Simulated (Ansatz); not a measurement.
**Phases of Na at 9.4 GPa**

Structure types of Na are relaxed in primitive cells with their symmetry kept at 9.4 GPa, first on PAW files, then by LAPW. The enthalpy is E + pV at zero temperature, without zero-point motion. Only the types listed were tried, and differences under about 5 meV/atom are mesh noise. The real phase may be another.

All numbers are PBE results (scalar-relativistic) from Ansatz 0.2.0, with Fermi–Dirac smearing of 0.08 eV, no spin polarisation. Methods: LAPW: all electrons, basis error target 0.5 meV/atom; PAW: frozen-core files, cutoff 420 eV.

k meshes: fcc 15×15×15, bcc 15×15×15, hcp 14×14×8, omega 7×7×10, diamond 11×11×11, simple hexagonal 14×14×13.

**Question.** Which type is lowest in enthalpy, and by how much?

**Answer.** hcp, 1 meV/atom below bcc, which is within the noise of the k meshes. The whole table:

```tsv
start type	ends as	a, b, c (Å)	V (Å³/atom)	H − H(lowest), LAPW (meV/atom)	same, PAW
fcc	fcc, Fm-3m	4.496, 4.496, 4.496	22.71	2.4	2.4
bcc	bcc, Im-3m	3.567, 3.567, 3.567	22.70	0.8	0.8
hcp	hcp, P6_3/mmc	3.176, 3.176, 5.201	22.72	0.0	0.0
omega	omega, P6/mmm	5.105, 5.105, 3.023	22.74	20.1	20.0
diamond	diamond, Fd-3m	5.811, 5.811, 5.811	24.53	631.0	631.0
simple hexagonal	simple hexagonal, P6/mmm	3.054, 3.054, 2.828	22.83	89.9	89.8
```
